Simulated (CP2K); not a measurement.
The system is V.

```xyz
1
Lattice="2.6229 0.0000 0.0000 -0.8743 2.4729 0.0000 -0.8743 -1.2365 2.1416" Properties=species:S:1:pos:R:3 pbc="T T T"
V     0.0000    0.0000    0.0000
```

Base run:

```yaml
Program: CP2K 2026.2
Functional: PBEsol
Potentials_or_basis: POTENTIAL_UZH V GTH-PBE-q13; TZVP-MOLOPT-PBE-GTH basis
Density_cutoff: 6123 eV
k_mesh: 12 × 12 × 12
Occupations: fermi-dirac, width 0.05 eV
Spin: collinear spin, ferromagnetic start
Starting_moments: "[2.0] μB"
```

Its results: band gap on the k mesh none (metal or under the smearing width); pressure -11.1 GPa; net moment 0.00 μB per cell.

Problem. The run is repeated on the same cell with these changes: occupations from fermi-dirac, width 0.05 eV to fermi-dirac, width 0.01 eV; eps_default from 1.0E-9 to 1.0E-10. What comes out?

Solution. Band gap on the k mesh none (metal or under the smearing width); pressure -11.1 GPa; net moment 0.16 μB per cell; site moments V +0.16 μB.

Caveats: the potentials were made for another functional, which shifts forces and pressure; the basis of atomic orbitals isn't converged, which shifts pressures, moduli and gaps.

Not every run made on this cell is shown here.
